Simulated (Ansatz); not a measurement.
# CoPdO2 (R-3m) in Ansatz: notebook, part 2 of 2

Ansatz 0.2.0. The steps go on from the part before.

## (5) Single point, PBE, collinear spin, ferromagnetic start

input.yaml

```yaml
crystal:
  lattice:
    - [1.4316899074, 0.8265865534, 5.9577715763]
    - [-1.4316899074, 0.8265865534, 5.9577715763]
    - [0.0, -1.6531731068, 5.9577715763]
  atoms:
    - { symbol: Pd, position: [0.0, 0.0, 0.0] }
    - { symbol: Co, position: [0.5, 0.5, 0.5], spin: 2.0 }
    - { symbol: O, position: [0.112476, 0.112476, 0.112476] }
    - { symbol: O, position: [0.887524, 0.887524, 0.887524] }
hamiltonian:
  xc: pbe
  pseudopotentials: { kind: paw }
magnetization:
  spin_polarized: true
kpoints:
  mp_grid: { grid: [11, 11, 11] }
scf:
  occupations: { method: gaussian, width: 0.029 }
output:
  forces: true
  stress: true
  eigenvalues: true
  write_density: true
  write_potential: true
  elf: true
  volumetric_format: npy
```

Potentials or basis: Ansatz PAW.

Launch:

```sh
> ansatz run input.yaml --threads 2 --pin off --max-ram 5632MiB --backend cpu --events-out ev --progress --plain --runs-dir out
```

The log of the run:

```text
Warning: RAYON_NUM_THREADS=2 ignored (pool sized by the plan → 2); use --threads N
basis.fft_grid_basis auto: the FFT boxes are laid along the combinations [[1, -1, 0], [0, 1, 0], [0, -1, 1]] of the cell's own vectors, 2.863, 6.183 and 2.863 Å long. The dense box has 20×45×20 points. Along the cell's own vectors, as sized, it would have 45×45×45, 5.06 times as many. Of the 12 symmetry operations that the crystal satisfies within crystal.symmetry.tolerance (time reversal apart; of a slab, those that keep its plane) the dense box along the cell's own vectors carries 12, and the one as laid loses 8 of those. basis.fft_grid_basis: typed keeps the cell's own vectors: state it where this run's energies or levels are differenced outside the engine with another run's, or held beside a run that keeps those vectors. Those combinations have planes normal to reciprocal vector 3, as the cell's own vectors have. Each planar average written beside output.write_density, output.write_potential has a row for each plane of the box: 20. The volumetric files lie along those combinations, not along the cell's own vectors: a cube or XSF file states them, and fields.json those of NumPy files.
Engine: ansatz 0.2.0, x86_64-unknown-linux-gnu
Pseudopotentials: kind: paw
Pseudopotential: Pd, paw, valence charge 18, recommended cutoff 420 eV (normal), Pd.paw.azcp
Pseudopotential: Co, paw, valence charge 17, recommended cutoff 420 eV (normal), Co.paw.azcp
Pseudopotential: O, paw, valence charge 6, recommended cutoff 420 eV (normal), O.paw.azcp
Functional definition: PBE
  parameter kappa = 0.804
  parameter beta = 0.06672455060314922
  exchange = pbe_x(kappa = kappa, mu = beta*pi^2/3)
  correlation = pbe_c(beta = beta)
Crystal: 4 atoms, lattice volume = 42.303 Å³
Basis set: ecut = 420 eV, 829 PW (Γ), FFT grids on a1−a2, a2, −a2+a3, exchange–correlation on 40×90×40 points (8 copies of the dense FFT grid, shifted against one another)
Bands: 30, of which v1, the nominal top of the filled ones, is band 24 counted from 1 (23 counted from 0)
Symmetry: 12 space group operations
Space group: R-3m (ITA 166), of the structure as read, at distance tolerance 3.5e-5 Å
Magnetic group: BNS 166.97 (UNI 1327), of the structure as read, at distance tolerance 3.5e-5 Å
k-points: 146 of 1331
Non-local potential: Pd, projectors of the file, l = 0: 2, l = 1: 2, l = 2: 2, l = 3: 1
Non-local potential: Co, projectors of the file, l = 0: 3, l = 1: 2, l = 2: 3, l = 3: 1
Non-local potential: O, projectors of the file, l = 0: 2, l = 1: 2, l = 2: 1
PAW form: soft (Blöchl's): semilocal exchange-correlation on the pseudo side does not see the compensation charge
PAW one-centre angular grid: Pd, 590 points (default); XC on 64 Gauss nodes
PAW one-centre angular grid: Co, 590 points (default); XC on 64 Gauss nodes
PAW one-centre angular grid: O, 110 points (default); XC on 64 Gauss nodes
Initial density: superposition of atomic densities (chi_scale 0.1, normalization cell, long waves kept (reshape's long-wave potential 0.33 eV rms))
Starting moments: Σ|m| = 2 μB on 1 of 4 sites
Initial wavefunctions: pseudopotential atomic-orbital guess
Functional: x = pbe(κ = 0.804, μ = 0.2195149727645171), c = pbe(β = 0.06672455060314922)
[... 17 lines left out ...]
SCF iter  14: F=—  HF=-13232.309557 eV  |F-HF|=—  |Δ(HF+E_count)|=   1.33e-9  Δρ=4.02e-6 (↑4.02e-6 ↓2.91e-6)  dr2=1.10e-8  dr2_m=8.58e-10  M=0.000 μB ∫|m|=0.000 μB  β_m=0.47  ethr=2.31e-10  ⟨swp⟩=1.7  Hψ=9517  notcnv=0  defer=608
SCF iter  15: F=—  HF=-13232.309557 eV  |F-HF|=—  |Δ(HF+E_count)|=  4.66e-10  Δρ=1.50e-6 (↑1.50e-6 ↓1.27e-6)  dr2=1.11e-9  dr2_m=4.32e-10  M=0.000 μB ∫|m|=0.000 μB  β_m=0.55  ethr=2.34e-11  ⟨swp⟩=2.1  Hψ=12317  notcnv=0  defer=608
SCF iter  16: F=—  HF=-13232.309557 eV  |F-HF|=—  |Δ(HF+E_count)|=  1.96e-10  Δρ=8.97e-7 (↑8.97e-7 ↓8.46e-7)  dr2=1.09e-9  dr2_m=5.37e-11  M=0.000 μB ∫|m|=0.000 μB  β_m=0.68  ethr=2.36e-12  ⟨swp⟩=10.4  Hψ=48696  notcnv=0
SCF iter  17: F=-13232.309557 eV  HF=-13232.309557 eV  |F-HF|=4.55e-11  |Δ(HF+E_count)|=  3.64e-11  Δρ=2.21e-7 (↑2.03e-7 ↓2.21e-7)  dr2=5.98e-11  dr2_m=2.69e-12  M=0.000 μB ∫|m|=0.000 μB  ethr=2.31e-12  ⟨swp⟩=5.8  Hψ=36842  notcnv=0
SCF 1 converged in 17 iterations: F = -13232.309557 eV  dr2 = 5.98e-11
WARN: the starting moments were not kept: the SCF closed with an absolute magnetisation of 2.0e-6 μB, where they sum to 2 μB in size (1 site). That is at most 0.1 of that sum. Measured as dr2_m measures the in/out step, that magnetisation stands 1.6e-12 eV from none, at or under the dr2_threshold of 1.0e-7 eV: it is no larger than a step whose dr2_m would equal this threshold. The system may hold no moment; this SCF shows only that its start led to no more than that. To try another start: raise the starting moments (crystal.atoms[].spin, magnetization.per_species, magnetization.initial_magnetization, or on a non-collinear deck that types none of these the spinor_matrix: blocks that start its atoms; where the total moment is fixed, keep their sum and leave initial_magnetization as it is; typed ones take the place of any that the run laid by itself, positive ones on a crystal's lanthanoids without a Hubbard term where scf.initial_density.shell_occupations: [] is typed) or, if the notice of its spin-set hold's release reads "site moments contracting" or "site moments show no strong build", lengthen the hold (scf.mixing.spin_hold: { on: { confirm: 4 } }; for m-r²SCAN on two components see the key's manual first). Each may lead to a state that holds a moment. A second SCF, from the converged charge density, with the starting moments and any scf.initial_density.shell_occupations laid on it anew, would have followed, and was not run: the deck does not ask for one (magnetization.retry_lost_moments is false, the default). To let it run, set magnetization.retry_lost_moments: true and run the deck again, where that key's refused combinations let it; where memory then withholds it, that run's warning says so.
SCF converged after 17 iterations
Magnetization: 0.0000 μB (23.5000 up, 23.5000 down)
Absolute magnetization: 0.0000 μB (∫|ρ↑−ρ↓|, with the PAW one-centre terms)
Spin contamination: 0.0000 ħ² per cell (⟨S²⟩ above its minimum at these occupations)
Per-site moments (μB) at R_I (Å): [(5.127037672228859e-7, 0.8292565658221992), (1.0946645729337919e-8, 0.7903550643110046), (-2.1516138926160513e-7, 0.7903550643110046), (-2.1516138921648125e-7, 0.7903550643110047)]
Free energy (F): -13232.309557 eV
Harris-Foulkes:  -13232.309557 eV  (|F-HF|=4.55e-11)
Internal energy: -13232.309308 eV  (E = F + TS)
E sigma→0 (E₀):  -13232.309433 eV
Entropy (-TS):   -0.000248 eV (-0.062 meV/atom)
Fermi energy:    14.000907 eV
--- Per-component energies (eV) ---
  E_band       = -514.669187
  E_kinetic    = 1311.238471
  E_local      = -6092.900289  (includes V_loc(G=0)·N_el)
  E_nonlocal   = 768.247489
  E_hartree    = 2491.388456
  E_xc         = -472.551139
  E_vxc        = -601.669652  (∫ρ·V_xc dr)
  E_paw        = -5578.106324  (= ΣΔE_a)
  E_vpaw       = -882.366998  (= ΣTr[D̂ρ^β])
  E_aug_tail   = 0.004983  (compensation charges beyond the density's cutoff)
  E_ewald      = -5659.630956
  E_smearing   = -0.000248  (= −TS)
  E_closure    = 0.000000  (closes the sum)
  Σ components = -13232.309557   (vs F -13232.309557, Δ=0.00e0)
--- Forces (eV/Å), atoms counted from 1 ---
  atom   1  Pd     0.00000000     0.00000000    -0.00000000
  atom   2  Co     0.00000000     0.00000000     0.00000000
  atom   3  O      0.00000000     0.00000000     0.14866298
  atom   4  O      0.00000000    -0.00000000    -0.14866298
  max |Σ_I F_I| component: 2.78e-17 eV/Å
--- Stress (GPa, compression-positive) ---
       -0.937667       0.000000       0.000000
        0.000000      -0.937667      -0.000000
        0.000000      -0.000000      -1.200457
  P = ⅓ Tr σ = -1.0253 GPa (-10.253 kbar)
--- Band table (eV; the first three rows and the last of 292) ---
  k-point 0 ↑: bands = ["-81.1837", "-70.1423", "-44.4697", "-44.4697", "-44.4077", "-36.2479", "-35.5719", "-35.5719", "-6.5651", "-4.7240", "5.8682", "8.2870", "8.2870", "9.3524", "10.4239", "11.4797", "11.4797", "11.7945", "11.7945", "12.5972", "12.5972", "12.8455", "12.8455", "13.2945", "16.2970", "16.2970", "17.0958", "20.6271", "23.4087", "26.4094"]
  k-point 1 ↑: bands = ["-81.1832", "-70.1407", "-44.4749", "-44.4710", "-44.4069", "-36.2460", "-35.5879", "-35.5759", "-6.4731", "-4.7185", "5.9714", "8.0641", "8.3349", "9.5036", "10.6187", "11.0149", "11.1968", "11.7289", "11.9510", "12.5041", "12.6092", "12.9233", "13.0516", "13.3258", "16.0957", "16.2278", "17.2385", "21.0326", "23.6306", "26.7661"]
  k-point 2 ↑: bands = ["-81.1819", "-70.1363", "-44.4888", "-44.4743", "-44.4048", "-36.2409", "-35.6307", "-35.5866", "-6.2150", "-4.7074", "6.2519", "7.6523", "8.4646", "9.4964", "10.3964", "10.6989", "10.9182", "11.6486", "12.2172", "12.3476", "12.6009", "13.0387", "13.4076", "13.4294", "15.7009", "16.0663", "17.5246", "22.0093", "24.2336", "27.6852"]
  k-point 145 ↓: bands = ["-81.1831", "-70.1407", "-44.4749", "-44.4710", "-44.4069", "-36.2460", "-35.5879", "-35.5759", "-6.3194", "-4.9578", "7.1344", "7.8575", "8.4415", "9.0304", "9.7310", "10.4102", "10.7048", "11.7171", "11.9444", "12.6941", "12.7540", "13.3603", "13.5527", "13.8199", "15.7851", "15.9626", "18.3527", "19.9029", "23.8877", "26.4790"]
```

It took 41 s on 2 threads of Intel Xeon at 2.50GHz (Skylake/Cascade Lake), shared host; peak memory 0.58 GiB.

What came out:

```yaml
Free_energy: -13232.3096 eV
Pressure: -1.0 GPa
Largest_force: 0.149 eV/Å
Band_gap_on_the_k_mesh: none (metal or under the smearing width)
Net_moment: 0.00 μB per cell
Absolute_moment: 0.00 μB per cell
```

Forces in eV/Å, atoms in the order of the input:
```
Pd   0.000  0.000  0.000
Co   0.000  0.000  0.000
O    0.000  0.000  0.149
O    0.000  0.000 -0.149
```

Stress tensor (GPa, compression positive):
```
-0.94  0.00  0.00
 0.00 -0.94  0.00
 0.00  0.00 -1.20
```

Caveat: the starting moments collapsed, and a magnetic state may lie lower; the pressure holds a Pulay correction of +0.7 GPa for the finite cutoff; semilocal functionals often make such compounds metallic where correlation or magnetic order opens a gap, which also shifts bond lengths; the starting moments weren't kept. With open d or f shells a metallic result of PBE can be an artefact of self-interaction; +U or a hybrid may open a gap.

## (6) Relaxation of cell and atoms, PBE+D4, collinear spin, ferromagnetic start

Edit input.yaml of step 5 so:

```diff
@@ -13,2 +13,3 @@
   pseudopotentials: { kind: paw }
+  dispersion: d4
 magnetization:
@@ -18,3 +19,3 @@
 scf:
-  occupations: { method: gaussian, width: 0.029 }
+  occupations: { method: fermi_dirac, width: 0.05 }
 output:
@@ -23,5 +24,5 @@
   eigenvalues: true
-  write_density: true
-  write_potential: true
-  elf: true
-  volumetric_format: npy
+relax:
+  f_tol: 0.01
+  max_steps: 40
+  cell: { stress_tol: 0.05 }
```

Potentials or basis: Ansatz PAW.

Launch:

```sh
> ansatz run input.yaml --threads 2 --pin off --max-ram 5632MiB --backend cpu --events-out ev --progress --plain --runs-dir out
```

The log of the run:

```text
Warning: RAYON_NUM_THREADS=2 ignored (pool sized by the plan → 2); use --threads N
basis.fft_grid_basis auto: the FFT boxes are laid along the combinations [[1, 0, -1], [0, 1, -1], [0, 0, 1]] of the cell's own vectors, 2.863, 2.863 and 6.183 Å long. The dense box has 20×20×45 points. Along the cell's own vectors, as sized, it would have 45×45×45, 5.06 times as many. Of the 12 symmetry operations that the crystal satisfies within crystal.symmetry.tolerance (time reversal apart; of a slab, those that keep its plane) the dense box along the cell's own vectors carries 12, and the one as laid loses 8 of those. basis.fft_grid_basis: typed keeps the cell's own vectors: state it where this run's energies or levels are differenced outside the engine with another run's, or held beside a run that keeps those vectors.
[... 4 set-up lines as earlier in the session ...]
[... 186 lines left out ...]
  k-point 145 ↓: bands = ["-80.6895", "-69.6752", "-43.9833", "-43.9788", "-43.9167", "-35.7858", "-35.1133", "-35.1000", "-6.0064", "-4.5847", "7.4695", "8.2069", "8.7989", "9.4229", "10.1167", "10.8436", "11.1466", "12.1581", "12.3963", "13.1741", "13.2378", "13.8701", "14.0705", "14.3493", "16.3791", "16.5608", "18.9680", "20.5373", "24.5244", "27.2182"]
--- Relaxed structure (5 steps of the walk, 5 accepted, 2 SCFs on fresh bases) ---
  F+E_penalty+E_count = -13233.49972855 eV   max|allowed force component| = 4.174e-5 eV/Å   (the final SCF, on the basis selected at the relaxed cell)
  cell:  # Å, volume = 41.2657 Å³
    - [1.4186001388527034, 0.8190291720390488, 5.919408085307528]
    - [-1.4186001388527034, 0.8190291720390488, 5.919408085307528]
    - [-1.6953791348433988e-33, -1.6380583440780976, 5.919408085307528]
  atoms:
    - { symbol: Pd, position: [-6.066038610803551e-21, -6.066038610803494e-21, -6.0660386108034785e-21] }
    - { symbol: Co, position: [0.49999999999999994, 0.49999999999999994, 0.49999999999999994] }
    - { symbol: O, position: [0.11251683145046407, 0.11251683145046407, 0.11251683145046407] }
    - { symbol: O, position: [0.8874831685495358, 0.8874831685495358, 0.8874831685495358] }
```

It took 2.8 min on 2 threads of Intel Xeon at 2.50GHz (Skylake/Cascade Lake), shared host; peak memory 0.6 GiB.

Results:

* Free energy: -13233.4997 eV
* Relaxed volume: 10.32 Å³/atom
* Relaxed cell: a = 6.142 Å, b = 6.142 Å, c = 6.142 Å, α = 26.71°, β = 26.71°, γ = 26.71°
* Space group after relaxing (to 0.05 Å): R-3m (No. 166)
* Energy gained by relaxing: 4.3 meV/atom
* Ionic steps: 7
* Pressure after relaxing: 0.0 GPa
* Band gap on the k mesh: none (metal or under the smearing width)
* Net moment: 0.00 μB per cell
* Absolute moment: 0.00 μB per cell

The path:
| step | energy change (eV) | largest force (eV/Å) | volume (Å³) |
| --- | --- | --- | --- |
| 1 | 0.0000 | 0.1334 | 42.30 |
| 2 | -0.0165 | 0.1377 | 41.65 |
| 3 | -0.0210 | 0.0395 | 41.28 |
| 4 | -0.0210 | 0.0090 | 41.29 |
| 5 | -0.0171 | 0.0087 | 41.29 |
| 6 | -0.0172 | 0.0000 | 41.27 |
| 7 | -0.0171 | 0.0000 | 41.27 |

Final structure:
```xyz
4
Lattice="1.4186 0.8190 5.9194 -1.4186 0.8190 5.9194 0.0000 -1.6381 5.9194" Properties=species:S:1:pos:R:3 pbc="T T T"
Pd    0.0000    0.0000    0.0000
Co    0.0000    0.0000    8.8791
O     0.0000    0.0000    1.9981
O     0.0000    0.0000   15.7601
```

Levels at points of the mesh, in eV from the Fermi level:
Spin up:
| k point | band 22 | band 23 | band 24 | band 25 | band 26 | band 27 |
| --- | --- | --- | --- | --- | --- | --- |
| (0.00, 0.00, 0.00) | -1.32 | -1.32 | -0.87 | 2.25 | 2.25 | 3.08 |
Spin down:
```tsv
k point	band 20	band 21	band 22	band 23	band 24	band 25	band 26	band 27	band 28	band 29
(0.00, 0.00, 0.00)	-1.58	-1.58	-1.32	-1.32	-0.87	2.25	2.25	3.08	6.54	9.51
```

Caveat: the starting moments collapsed, and a magnetic state may lie lower; the plane-wave basis is chosen anew once the cell has moved, so the energies of steps on either side of that aren't comparable; the pressure holds a Pulay correction of +0.7 GPa for the finite cutoff; semilocal functionals often make such compounds metallic where correlation or magnetic order opens a gap, which also shifts bond lengths; pairwise dispersion overbinds metals, which lowers pressure and volume; the starting moments weren't kept.
